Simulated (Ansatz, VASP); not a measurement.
## Ti3Si in VASP and in Ansatz

```
Ti Si
1.0
     0.00000    3.14436    3.14436
     3.14436    0.00000    3.14436
     3.14436    3.14436    0.00000
Ti Si
3 1
Cartesian
  0.0000 0.0000 0.0000
  1.5722 1.5722 1.5722
  4.7165 4.7165 4.7165
  3.1444 3.1444 3.1444
```

The cell comes from a database or a generator and needn't be the stable form of this composition.

Alike in both runs: task single point; functional PBEsol; k mesh 7 × 7 × 7; occupations fermi-dirac, width 0.05 eV; no spin polarisation.

```csv
,VASP,Ansatz
version,VASP 6.6.1,Ansatz 0.2.0
potentials or method,"VASP PAW PBE potentials, release 64 (Ti_sv, Si)",Ansatz PAW
plane-wave cutoff (eV),520,420
valence electrons in the cell,40,40
```

```csv
,VASP,Ansatz,Ansatz less VASP
gap on the k mesh at the Fermi level (eV),none,none,-
pressure (GPa),-5.0,-5.0,+0.06
```

A gap of «none» marks a metal or a gap that the smearing closes. With one functional, cell and mesh, what is left measures potentials, basis and numerics.

Caveats: the PAW data sets were made with another functional, which shifts forces and pressure a little (VASP); the PAW data sets come from PBE, with cores solved anew for the run's functional, which leaves a small shift of forces and pressure (Ansatz).
